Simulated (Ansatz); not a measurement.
# B: pressure up to the limit of the methods, part 2 of 2

Aim: compress B (bcc type) step by step, far beyond the usual range, and follow pressure and electronic structure. Methods of the runs shown: LAPW, crystal datasets and norm-conserving. Companion runs by PAW are cited. Its runs: the reference run (LAPW); volume scaled by 1 (crystal datasets and norm-conserving); volume scaled by 0.88 (LAPW); volume scaled by 0.78 (LAPW and crystal datasets); volume scaled by 0.68 (LAPW); volume scaled by 0.58 (LAPW, crystal datasets and norm-conserving); volume scaled by 0.5 (LAPW); volume scaled by 0.43 (LAPW, crystal datasets and norm-conserving).

Ansatz 0.2.0; DFT PBE; a cell built from a prototype (bcc type), not taken from measurement. «Crystal datasets» are all-electron PAW datasets made for this crystal. The steps go on from the part before.

**9. Volume scaled by 0.58, LAPW**

input.yaml reads:

```yaml
crystal:
  lattice:
    - [-0.9625452354, 0.9625452354, 0.9625452354]
    - [0.9625452354, -0.9625452354, 0.9625452354]
    - [0.9625452354, 0.9625452354, -0.9625452354]
  atoms:
    - { symbol: B, position: [0.0, 0.0, 0.0] }
kpoints:
  mp_grid: { grid: [22, 22, 22] }
scf:
  occupations: { method: fermi_dirac, width: 0.1 }
hamiltonian:
  xc: pbe
  pseudopotentials: { kind: all_electron, lapw: { basis_error: 0.001 } }
output:
  forces: true
  stress: true
  eigenvalues: true
  populations: true
```

Command:

```bash
$ ansatz run input.yaml --threads 1 --pin off --max-ram 2048MiB --backend cpu --events-out ev --progress --plain --runs-dir out
```

Output, shortened:

```text
B: projections on atomic orbitals take those of the free atom 1s2 2s2 2p1, of charge +0.00 (hamiltonian.pseudopotentials.projection_atoms)
LAPW: plane waves up to 9.830 Å⁻¹, error target 1.0e-3 eV per atom; small_component_spin mean_spin; B in spheres of 0.834 Å, 5 of its electrons in bands, Dirac shells []
[...]
Pseudopotentials: kind: all_electron
Pseudopotential: B, LAPW, valence charge 5, Koelling and Harmon's equation, gaussian nucleus
Functional definition: PBE
[...]
Crystal: 1 atoms, lattice volume = 3.567 Å³
Basis set: ecut = 368.16639203356095 eV, 55 PW (Γ), exchange–correlation at level 2
Bands: 7, of which v1, the nominal top of the filled ones, is band 3 counted from 1 (2 counted from 0)
Symmetry: 48 space group operations
Space group: Im-3m (ITA 229), of the structure as read, at distance tolerance 1.5e-5 Å
k-points: 328 of 10648
[...]
SCF iter   4: F=-672.658896 eV  HF=-672.658896 eV  |F-HF|=3.60e-9  |Δ(HF+E_count)|=   3.49e-8  Δρ=1.54e-5  dr2=1.36e-9  ethr=1.24e-8  ⟨swp⟩=2.0  Hψ=5977  notcnv=0
[...]
SCF converged after 4 iterations
Free energy (F): -672.658896 eV
[...]
E sigma→0 (E₀):  -672.655911 eV
Entropy (-TS):   -0.005970 eV (-5.970 meV/atom)
Fermi energy:    24.904656 eV
[...]
--- Forces (eV/Å), atoms counted from 1 ---
  atom   1  B      0.00000000    -0.00000000    -0.00000000
[...]
--- Stress (GPa, compression-positive) ---
      344.222014       0.000000       0.000000
        0.000000     344.222014       0.000000
        0.000000       0.000000     344.222014
  P = ⅓ Tr σ = 344.2220 GPa (3442.220 kbar)
--- Band table (eV; the first three rows and the last of 328) ---
  k-point 0: bands = ["-150.6348", "-1.0735", "49.9553", "49.9553", "49.9553", "71.1941", "71.1941"]
[...]
--- Löwdin populations: 1 site ---
  site symbol       q [e]
     0      B      4.9760
  spilling = 0.004796 (of n_electrons = 5.000000)
```

Run time: 5.3 s. Hardware: 1 thread of Arm Neoverse V2, shared host; peak memory 0.24 GiB.

This run gives: pressure 344.22 GPa; no gap.

**10. Volume scaled by 0.58, crystal datasets**

input.yaml, as its differences from that of step 9:

```diff
@@ -13,3 +13,3 @@
   xc: pbe
-  pseudopotentials: { kind: all_electron, lapw: { basis_error: 0.001 } }
+  pseudopotentials: { kind: all_electron, datasets: crystal }
 output:
@@ -18,2 +18 @@
   eigenvalues: true
-  populations: true
```

Command:

```bash
$ ansatz run input.yaml --threads 1 --pin off --max-ram 2048MiB --backend cpu --events-out ev --progress --plain --runs-dir out
```

Output, shortened:

```text
[...]
Pseudopotentials: kind: all_electron
Pseudopotential: B, paw, valence charge 3, recommended cutoff 500 eV (normal), Koelling and Harmon's equation, gaussian nucleus
Functional definition: PBE
[...]
Crystal: 1 atoms, lattice volume = 3.567 Å³
Basis set: ecut = 500 eV, 87 PW (Γ), exchange–correlation on 30×30×30 points (8 copies of the dense FFT grid, shifted against one another)
Bands: 6, of which v1, the nominal top of the filled ones, is band 2 counted from 1 (1 counted from 0)
Symmetry: 48 space group operations
Space group: Im-3m (ITA 229), of the structure as read, at distance tolerance 1.5e-5 Å
k-points: 328 of 10648
[...]
SCF iter   1: F=—  HF=-672.425603 eV  |F-HF|=—  |Δ(HF+E_count)|=         —  Δρ=3.67e-2  dr2=1.26e-2  ethr=4.60e-4  ⟨swp⟩=2.8  Hψ=12077  notcnv=0
[...]
By the cutoff:   a pressure is off by up to 0.006 GPa (1.2 times the spheres' own share and the shells' term, over an atom's volume, and 0.004 GPa: a bound that held against runs at twice the plane waves)
Past the cutoffs: a stress includes 0.0009 GPa for waves and charges beyond them, in addition to the slope of what the spheres take
In the spheres:  the bands' charges fall short by 4.1e-7 e at most (sound up to 1e-3)
Fermi energy:    24.904608 eV
[...]
  The terms above E_closure are by the made datasets' own strengths, without shells solved beside the bands.
--- Forces (eV/Å), atoms counted from 1 ---
  atom   1  B     -0.00000000     0.00000000    -0.00000000
[...]
--- Stress (GPa, compression-positive) ---
      344.218404       0.000000      -0.000000
        0.000000     344.218404      -0.000000
       -0.000000       0.000000     344.218404
  P = ⅓ Tr σ = 344.2184 GPa (3442.184 kbar)
--- Band table (eV; the first three rows and the last of 328) ---
  k-point 0: bands = ["-1.0735", "49.9553", "49.9553", "49.9553"]
[...]
```

Wall time 3.7 s (1 thread of Arm Neoverse V2, shared host); peak memory 0.27 GiB.

In short: pressure 344.22 GPa; no gap.

**11. Volume scaled by 0.58, norm-conserving**

input.yaml, as its differences from that of step 10:

```diff
@@ -13,3 +13,3 @@
   xc: pbe
-  pseudopotentials: { kind: all_electron, datasets: crystal }
+  pseudopotentials: { kind: nc }
 output:
```

Command:

```bash
$ ansatz run input.yaml --threads 1 --pin off --max-ram 2048MiB --backend cpu --events-out ev --progress --plain --runs-dir out
```

Output, shortened:

```text
[...]
Pseudopotentials: kind: nc
Pseudopotential: B, nc, valence charge 3, recommended cutoff 1116 eV (normal), B.nc.azcp
Functional definition: PBE
[...]
Crystal: 1 atoms, lattice volume = 3.567 Å³
Basis set: ecut = 1116 eV, 321 PW (Γ), exchange–correlation on 40×40×40 points (8 copies of the dense FFT grid, shifted against one another)
Bands: 6, of which v1, the nominal top of the filled ones, is band 2 counted from 1 (1 counted from 0)
Symmetry: 48 space group operations
Space group: Im-3m (ITA 229), of the structure as read, at distance tolerance 1.5e-5 Å
k-points: 328 of 10648
[...]
SCF iter   1: F=—  HF=-77.512189 eV  |F-HF|=—  |Δ(HF+E_count)|=         —  Δρ=2.38e-2  dr2=3.54e-3  ethr=3.10e-3  ⟨swp⟩=3.9  Hψ=14899  notcnv=0
[...]
SCF iter   5: F=-77.514443 eV  HF=-77.514443 eV  |F-HF|=4.18e-12  |Δ(HF+E_count)|=   4.20e-9  Δρ=1.26e-6  dr2=9.46e-12  ethr=7.38e-11  ⟨swp⟩=1.0  Hψ=5180  notcnv=0
[...]
SCF converged after 5 iterations
Free energy (F): -77.514443 eV
[...]
E sigma→0 (E₀):  -77.511450 eV
Entropy (-TS):   -0.005986 eV (-5.986 meV/atom)
Fermi energy:    24.229153 eV
[...]
--- Forces (eV/Å), atoms counted from 1 ---
  atom   1  B     -0.00000000     0.00000000     0.00000000
[...]
--- Stress (GPa, compression-positive) ---
      342.874745      -0.000000       0.000000
        0.000000     342.874745      -0.000000
       -0.000000      -0.000000     342.874745
  P = ⅓ Tr σ = 342.8747 GPa (3428.747 kbar)
--- Band table (eV; the first three rows and the last of 328) ---
  k-point 0: bands = ["-1.7646", "49.2719", "49.2719", "49.2719", "70.5316", "70.5316"]
[...]
```

Wall time 1.4 s (1 thread of Arm Neoverse V2, shared host); peak memory 0.22 GiB.

In short: pressure 342.87 GPa; no gap.

**12. Volume scaled by 0.5, LAPW**

input.yaml reads:

```yaml
crystal:
  lattice:
    - [-0.9160836925, 0.9160836925, 0.9160836925]
    - [0.9160836925, -0.9160836925, 0.9160836925]
    - [0.9160836925, 0.9160836925, -0.9160836925]
  atoms:
    - { symbol: B, position: [0.0, 0.0, 0.0] }
kpoints:
  mp_grid: { grid: [22, 22, 22] }
scf:
  occupations: { method: fermi_dirac, width: 0.1 }
hamiltonian:
  xc: pbe
  pseudopotentials: { kind: all_electron, lapw: { basis_error: 0.001 } }
output:
  forces: true
  stress: true
  eigenvalues: true
  populations: true
```

Command:

```bash
$ ansatz run input.yaml --threads 1 --pin off --max-ram 2048MiB --backend cpu --events-out ev --progress --plain --runs-dir out
```

Output, shortened:

```text
B: projections on atomic orbitals take those of the free atom 1s2 2s2 2p1, of charge +0.00 (hamiltonian.pseudopotentials.projection_atoms)
LAPW: plane waves up to 10.337 Å⁻¹, error target 1.0e-3 eV per atom; small_component_spin mean_spin; B in spheres of 0.793 Å, 5 of its electrons in bands, Dirac shells []
[...]
Pseudopotentials: kind: all_electron
Pseudopotential: B, LAPW, valence charge 5, Koelling and Harmon's equation, gaussian nucleus
Functional definition: PBE
[...]
Crystal: 1 atoms, lattice volume = 3.075 Å³
Basis set: ecut = 407.0907727133582 eV, 55 PW (Γ), exchange–correlation at level 2
Bands: 7, of which v1, the nominal top of the filled ones, is band 3 counted from 1 (2 counted from 0)
Symmetry: 48 space group operations
Space group: Im-3m (ITA 229), of the structure as read, at distance tolerance 1.5e-5 Å
k-points: 328 of 10648
[...]
SCF iter   4: F=-671.290275 eV  HF=-671.290275 eV  |F-HF|=9.06e-10  |Δ(HF+E_count)|=   3.46e-7  Δρ=1.14e-5  dr2=6.47e-10  ethr=1.94e-8  ⟨swp⟩=2.0  Hψ=5792  notcnv=0
[...]
SCF converged after 4 iterations
Free energy (F): -671.290275 eV
[...]
E sigma→0 (E₀):  -671.288073 eV
Entropy (-TS):   -0.004403 eV (-4.403 meV/atom)
Fermi energy:    28.593985 eV
[...]
--- Forces (eV/Å), atoms counted from 1 ---
  atom   1  B      0.00000000    -0.00000000     0.00000000
[...]
--- Stress (GPa, compression-positive) ---
      566.551672       0.000000       0.000000
        0.000000     566.551672      -0.000000
        0.000000      -0.000000     566.551672
  P = ⅓ Tr σ = 566.5517 GPa (5665.517 kbar)
--- Band table (eV; the first three rows and the last of 328) ---
  k-point 0: bands = ["-147.1295", "0.3760", "57.0436", "57.0436", "57.0436", "79.2566", "79.2566"]
[...]
--- Löwdin populations: 1 site ---
  site symbol       q [e]
     0      B      4.9755
  spilling = 0.004890 (of n_electrons = 5.000000)
```

It took 5.3 s on 1 thread of Arm Neoverse V2, shared host; peak memory 0.25 GiB.

Result: pressure 566.55 GPa; no gap.

**13. Volume scaled by 0.43, LAPW**

input.yaml reads:

```yaml
crystal:
  lattice:
    - [-0.8711667728, 0.8711667728, 0.8711667728]
    - [0.8711667728, -0.8711667728, 0.8711667728]
    - [0.8711667728, 0.8711667728, -0.8711667728]
  atoms:
    - { symbol: B, position: [0.0, 0.0, 0.0] }
kpoints:
  mp_grid: { grid: [22, 22, 22] }
  band_path:
    path:
      - [0.0, 0.0, 0.0]
      - [0.5, -0.5, 0.5]
      - [0.0, 0.0, 0.5]
      - [0.0, 0.0, 0.0]
      - [0.25, 0.25, 0.25]
      - [0.5, -0.5, 0.5]
      - [0.25, 0.25, 0.25]
      - [0.0, 0.0, 0.5]
    npoints: 8
scf:
  occupations: { method: fermi_dirac, width: 0.1 }
hamiltonian:
  xc: pbe
  pseudopotentials: { kind: all_electron, lapw: { basis_error: 0.001 } }
output:
  forces: true
  stress: true
  eigenvalues: true
  populations: true
  dos: { projected: true, de: 0.2, e_range: [-14, 8] }
```

Command:

```bash
$ ansatz run input.yaml --threads 1 --pin off --max-ram 2048MiB --backend cpu --events-out ev --progress --plain --runs-dir out
```

Output, shortened:

```text
B: projections on atomic orbitals take those of the free atom 1s2 2s2 2p1, of charge +0.00 (hamiltonian.pseudopotentials.projection_atoms)
LAPW: plane waves up to 10.892 Å⁻¹, error target 1.0e-3 eV per atom; small_component_spin mean_spin; B in spheres of 0.754 Å, 5 of its electrons in bands, Dirac shells []
[...]
Pseudopotentials: kind: all_electron
Pseudopotential: B, LAPW, valence charge 5, Koelling and Harmon's equation, gaussian nucleus
Functional definition: PBE
[...]
Crystal: 1 atoms, lattice volume = 2.645 Å³
Basis set: ecut = 452.00217915098534 eV, 55 PW (Γ), exchange–correlation at level 2
Bands: 7, of which v1, the nominal top of the filled ones, is band 3 counted from 1 (2 counted from 0)
Symmetry: 48 space group operations
Space group: Im-3m (ITA 229), of the structure as read, at distance tolerance 1.4e-5 Å
k-points: 328 of 10648
[...]
SCF iter   4: F=-669.365939 eV  HF=-669.365939 eV  |F-HF|=1.27e-10  |Δ(HF+E_count)|=   3.41e-7  Δρ=8.24e-6  dr2=3.04e-10  ethr=3.59e-8  ⟨swp⟩=2.0  Hψ=5684  notcnv=0
[...]
NSCF: frozen V_eff on 57 k-points
SCF converged after 4 iterations
Free energy (F): -669.365939 eV
[...]
E sigma→0 (E₀):  -669.364088 eV
Entropy (-TS):   -0.003701 eV (-3.701 meV/atom)
Fermi energy:    32.677661 eV
[...]
--- Forces (eV/Å), atoms counted from 1 ---
  atom   1  B      0.00000000    -0.00000000    -0.00000000
[...]
--- Stress (GPa, compression-positive) ---
      893.714226      -0.000000      -0.000000
       -0.000000     893.714226       0.000000
       -0.000000       0.000000     893.714226
  P = ⅓ Tr σ = 893.7142 GPa (8937.142 kbar)
--- Band table (eV; the first three rows and the last of 328) ---
  k-point 0: bands = ["-143.3566", "2.1726", "65.0604", "65.0604", "65.0604", "88.3349", "88.3349"]
[...]
--- Löwdin populations: 1 site ---
  site symbol       q [e]
     0      B      4.9751
  spilling = 0.004979 (of n_electrons = 5.000000)
```

It took 6.1 s on 1 thread of Arm Neoverse V2, shared host; peak memory 0.25 GiB.

Result: pressure 893.71 GPa; no gap.

Levels at the path's labelled points, in eV from the Fermi level:

```
point   band 1  band 2  band 3  band 4  band 5  band 6
    Γ  -176.03  -30.51   32.38   32.38   32.38   55.66
    H  -175.77    0.45    0.45    0.45   12.66   12.66
    N  -175.87  -18.51   -4.44   17.59   24.29   34.43
    Γ  -176.03  -30.51   32.38   32.38   32.38   55.66
    P  -175.86   -6.46   -6.46   -6.46   15.92   68.39
    H  -175.77    0.45    0.45    0.45   12.66   12.66
    P  -175.86   -6.46   -6.46   -6.46   15.92   68.39
    N  -175.87  -18.51   -4.44   17.59   24.29   34.43
```

States per cell, counted by energy window (eV from the Fermi level, on a grid of 0.20 eV):

```
from  to  total  B 2p  B 2s
 -10  -9   0.03  0.03  0.00
  -9  -8   0.03  0.03  0.00
  -8  -7   0.05  0.05  0.00
  -7  -6   0.07  0.07  0.00
  -6  -5   0.11  0.10  0.01
  -5  -4   0.19  0.12  0.07
  -4  -3   0.19  0.12  0.06
  -3  -2   0.15  0.11  0.04
  -2  -1   0.13  0.10  0.03
  -1   0   0.12  0.09  0.03
   0   1   0.12  0.09  0.02
   1   2   0.12  0.09  0.02
   2   3   0.12  0.10  0.02
   3   4   0.13  0.10  0.02
   4   5   0.13  0.10  0.03
```

**14. Volume scaled by 0.43, crystal datasets**

input.yaml reads:

```yaml
crystal:
  lattice:
    - [-0.8711667728, 0.8711667728, 0.8711667728]
    - [0.8711667728, -0.8711667728, 0.8711667728]
    - [0.8711667728, 0.8711667728, -0.8711667728]
  atoms:
    - { symbol: B, position: [0.0, 0.0, 0.0] }
kpoints:
  mp_grid: { grid: [22, 22, 22] }
scf:
  occupations: { method: fermi_dirac, width: 0.1 }
hamiltonian:
  xc: pbe
  pseudopotentials: { kind: all_electron, datasets: crystal }
output:
  forces: true
  stress: true
  eigenvalues: true
```

Command:

```bash
$ ansatz run input.yaml --threads 1 --pin off --max-ram 2048MiB --backend cpu --events-out ev --progress --plain --runs-dir out
```

Output, shortened:

```text
[...]
Pseudopotentials: kind: all_electron
Pseudopotential: B, paw, valence charge 5, recommended cutoff 700 eV (normal), Koelling and Harmon's equation, gaussian nucleus
Functional definition: PBE
[...]
Crystal: 1 atoms, lattice volume = 2.645 Å³
Basis set: ecut = 700 eV, 135 PW (Γ), exchange–correlation on 30×30×30 points (8 copies of the dense FFT grid, shifted against one another)
Bands: 6, of which v1, the nominal top of the filled ones, is band 2 counted from 1 (1 counted from 0)
Symmetry: 48 space group operations
Space group: Im-3m (ITA 229), of the structure as read, at distance tolerance 1.4e-5 Å
k-points: 328 of 10648
[...]
SCF iter   1: F=—  HF=-669.109790 eV  |F-HF|=—  |Δ(HF+E_count)|=         —  Δρ=2.82e-2  dr2=6.16e-3  ethr=2.40e-4  ⟨swp⟩=3.0  Hψ=12717  notcnv=0
[...]
Past the cutoffs: a stress includes 0.0027 GPa for waves and charges beyond them, in addition to the slope of what the spheres take
In the spheres:  the bands' charges fall short by 4.7e-7 e at most (sound up to 1e-3), those of shells solved beside the bands by 1.0e-9 e (sound up to 5e-4)
Fermi energy:    32.677565 eV
[...]
  The terms above E_closure are by the made datasets' own strengths, without shells solved beside the bands.
--- Forces (eV/Å), atoms counted from 1 ---
  atom   1  B     -0.00000000    -0.00000000     0.00000000
[...]
--- Stress (GPa, compression-positive) ---
      893.709834       0.000000       0.000000
       -0.000000     893.709834      -0.000000
        0.000000      -0.000000     893.709834
  P = ⅓ Tr σ = 893.7098 GPa (8937.098 kbar)
  It holds what live shells' own plane waves past their cutoff add
--- Band table (eV; the first three rows and the last of 328) ---
  k-point 0: bands = ["2.1726", "65.0175", "65.0175", "65.0175"]
[...]
```

Run time: 4.3 s. Hardware: 1 thread of Arm Neoverse V2, shared host; peak memory 0.32 GiB.

Read from it: pressure 893.71 GPa.

**15. Volume scaled by 0.43, norm-conserving**

input.yaml, as its differences from that of step 14:

```diff
@@ -13,3 +13,3 @@
   xc: pbe
-  pseudopotentials: { kind: all_electron, datasets: crystal }
+  pseudopotentials: { kind: nc }
 output:
```

Command:

```bash
$ ansatz run input.yaml --threads 1 --pin off --max-ram 2048MiB --backend cpu --events-out ev --progress --plain --runs-dir out
```

Output, shortened:

```text
[...]
Pseudopotentials: kind: nc
Pseudopotential: B, nc, valence charge 3, recommended cutoff 1116 eV (normal), B.nc.azcp
Functional definition: PBE
[...]
Crystal: 1 atoms, lattice volume = 2.645 Å³
Basis set: ecut = 1116 eV, 225 PW (Γ), exchange–correlation on 36×36×36 points (8 copies of the dense FFT grid, shifted against one another)
Bands: 6, of which v1, the nominal top of the filled ones, is band 2 counted from 1 (1 counted from 0)
Symmetry: 48 space group operations
Space group: Im-3m (ITA 229), of the structure as read, at distance tolerance 1.4e-5 Å
k-points: 328 of 10648
[...]
SCF iter   1: F=—  HF=-74.229189 eV  |F-HF|=—  |Δ(HF+E_count)|=         —  Δρ=3.94e-2  dr2=4.59e-3  ethr=3.10e-3  ⟨swp⟩=4.1  Hψ=14741  notcnv=0
[...]
SCF iter   5: F=-74.233445 eV  HF=-74.233445 eV  |F-HF|=2.94e-12  |Δ(HF+E_count)|=  3.80e-10  Δρ=7.94e-7  dr2=1.46e-12  ethr=5.72e-12  ⟨swp⟩=1.2  Hψ=4828  notcnv=0
[...]
SCF converged after 5 iterations
Free energy (F): -74.233445 eV
[...]
E sigma→0 (E₀):  -74.231591 eV
Entropy (-TS):   -0.003706 eV (-3.706 meV/atom)
Fermi energy:    31.767335 eV
[...]
--- Forces (eV/Å), atoms counted from 1 ---
  atom   1  B      0.00000000    -0.00000000     0.00000000
[...]
--- Stress (GPa, compression-positive) ---
      890.645595      -0.000000      -0.000000
       -0.000000     890.645595      -0.000000
        0.000000       0.000000     890.645595
  P = ⅓ Tr σ = 890.6456 GPa (8906.456 kbar)
--- Band table (eV; the first three rows and the last of 328) ---
  k-point 0: bands = ["1.2078", "64.0789", "64.0789", "64.0789", "87.5125", "87.5125"]
[...]
```

Wall time 1.2 s (1 thread of Arm Neoverse V2, shared host); peak memory 0.21 GiB.

This run gives: pressure 890.65 GPa; no gap.

**16. All runs together**

The PAW rows are taken from companion runs at the same settings.

| method | volume over the first | volume (Å³/atom) | pressure (GPa) | SCF cycles, all passes |
| --- | --- | --- | --- | --- |
| LAPW | 1 | 6.150 | -0.09 | 4 |
| LAPW | 0.88 | 5.412 | 38.01 | 4 |
| LAPW | 0.78 | 4.797 | 92.68 | 4 |
| LAPW | 0.68 | 4.182 | 184.24 | 4 |
| LAPW | 0.58 | 3.567 | 344.22 | 4 |
| LAPW | 0.5 | 3.075 | 566.55 | 4 |
| LAPW | 0.43 | 2.645 | 893.71 | 4 |
| PAW | 1 | 6.150 | 0.00 | 6 |
| PAW | 0.88 | 5.412 | 38.08 | 6 |
| PAW | 0.78 | 4.797 | 92.71 | 6 |
| PAW | 0.68 | 4.182 | 184.25 | 6 |
| PAW | 0.58 | 3.567 | 344.47 | 6 |
| PAW | 0.5 | 3.075 | 566.61 | 6 |
| PAW | 0.43 | 2.645 | 893.62 | 6 |
| PAW (cutoff 300 eV) | 0.43 | 2.645 | 894.35 | 6 |
| crystal datasets | 1 | 6.150 | -0.08 | 5 |
| crystal datasets | 0.78 | 4.797 | 92.68 | 5 |
| crystal datasets | 0.58 | 3.567 | 344.22 | 6 |
| crystal datasets | 0.43 | 2.645 | 893.71 | 6 |
| norm-conserving | 1 | 6.150 | -0.09 | 5 |
| norm-conserving | 0.58 | 3.567 | 342.87 | 5 |
| norm-conserving | 0.43 | 2.645 | 890.65 | 5 |

**17. Summary of results**

What follows sums up all 2 parts.

```
                                          quantity      value
               LAPW pressure at 0.43 of the volume  893.7 GPa
                PAW pressure at 0.43 of the volume  893.6 GPa
PAW (cutoff 300 eV) pressure at 0.43 of the volume  894.4 GPa
   crystal datasets pressure at 0.43 of the volume  893.7 GPa
    norm-conserving pressure at 0.43 of the volume  890.6 GPa
       fitted bulk modulus at zero pressure (LAPW)    237 GPa
                           its pressure derivative       3.67
```

By LAPW the pressure climbs to 894 GPa at 0.43 of the first volume. One third-order Birch-Murnaghan curve follows these points (B₀ = 237 GPa, B′ = 3.67, misfit at most 0.88 GPa). A fit over so wide a range leans to the high pressures, so B₀ can be off by several per cent. Where LAPW's pressure is over 3 GPa, PAW's departs from it by at most 0.2 %, at 0.88 of the volume. The ions are at rest, and the electrons smeared by 0.1 eV.
